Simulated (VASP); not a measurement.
## BN in VASP 6.6.1, single-point calculation

INCAR

```
LASPH = .TRUE.
ALGO = Damped
ISIF = 2
EDIFF = 1E-7
LREAL = .FALSE.
GGA = PE
LCHARG = .FALSE.
ISMEAR = -1
SIGMA = 0.02
ENCUT = 520
IBRION = -1
NELM = 99
TIME = 2
NBANDS = 11
PREC = Accurate
NSW = 0
LWAVE = .FALSE.
```

KPOINTS

```
KPOINTS created by Atomic Simulation Environment
0
Gamma
12 12 12
0 0 0
```

POSCAR

```
B  N
 1.0000000000000000
     1.2501241103790561    0.7217594916313509    3.2533303711975869
    -1.2501241103790561    0.7217594916313509    3.2533303711975869
     0.0000000000000000   -1.4435189833120179    3.2533303711866459
 B   N
   1   1
Cartesian
  0.0000000000000001 -0.0000000000493008  9.7569467995754895
  0.0000000000000000 -0.0000000000164097  3.2475874398676758
```

The recommended PBE PAW datasets give the neutral cell 8 valence electrons.

Command

```
mpirun -np 1 vasp_std
```

Predict the outcome of this run.

It didn't converge.

OSZICAR

```
N       E                     dE             d eps       ncg     rms           ort
DAV:   1     0.395713255325E+02    0.39571E+02   -0.47436E+03  2079   0.747E+02
DAV:   2    -0.166730303121E+02   -0.56244E+02   -0.53230E+02  2079   0.208E+02
DAV:   3    -0.192585769658E+02   -0.25855E+01   -0.25520E+01  2079   0.450E+01
DAV:   4    -0.193434627519E+02   -0.84886E-01   -0.84209E-01  2079   0.783E+00
DAV:   5    -0.193467481971E+02   -0.32854E-02   -0.32714E-02  2079   0.147E+00
SDA:   6    -0.155549403124E+02    0.37918E+01   -0.12782E+02  2079   0.639E+01   0.000E+00
DMP:   7    -0.752513472845E+01    0.80298E+01   -0.58725E+02  2079   0.294E+02  -0.135E+02
DMP:   8     0.262846974756E+02    0.33810E+02   -0.29944E+03  2079   0.150E+03  -0.557E+02
DMP:   9     0.886631893271E+02    0.62378E+02   -0.34703E+03  2079   0.174E+03  -0.837E+02
DMP:  10     0.946656511307E+02    0.60025E+01   -0.63295E+03  2079   0.316E+03  -0.165E+03
...
DMP:  91     0.808414235613E+02   -0.14263E+02   -0.67591E+03  2079   0.338E+03  -0.330E+02
DMP:  92     0.953843127485E+02    0.14543E+02   -0.85937E+03  2079   0.430E+03  -0.422E+02
DMP:  93     0.791207219614E+02   -0.16264E+02   -0.63073E+03  2079   0.315E+03  -0.237E+02
DMP:  94     0.868848635227E+02    0.77641E+01   -0.73557E+03  2079   0.368E+03  -0.316E+02
DMP:  95     0.691740161131E+02   -0.17711E+02   -0.48825E+03  2079   0.244E+03  -0.197E+02
DMP:  96     0.750984356278E+02    0.59244E+01   -0.58921E+03  2079   0.295E+03  -0.340E+02
DMP:  97     0.620110523221E+02   -0.13087E+02   -0.39772E+03  2079   0.199E+03  -0.222E+02
DMP:  98     0.665700501797E+02    0.45590E+01   -0.48762E+03  2079   0.244E+03  -0.312E+02
DMP:  99     0.551076962421E+02   -0.11462E+02   -0.32120E+03  2079   0.161E+03  -0.211E+02
   1 F= 0.55107696E+02 E0= 0.55108545E+02  d E =-.169826E-02
```

Standard output (part)

```
POSCAR found type information on POSCAR B N
 POSCAR found :  2 types and       2 ions
 LDA part: xc-table for (Slater+PW92), standard interpolation
 POSCAR, INCAR and KPOINTS ok, starting setup
 WAVECAR not read
 entering main loop
 final diagonalization occupied
|     The electronic self-consistency was not achieved in the given           |
|     number of steps (NELM). The forces and other quantities evaluated       |
|     might not be reliable so examine the results carefully. If you find     |
|     spurious results, we suggest increasing NELM, if you were close to      |
|     convergence or switching to a different ALGO or adjusting the           |
|     density mixing parameters otherwise.                                    |
```

The fault: damping step far too long.
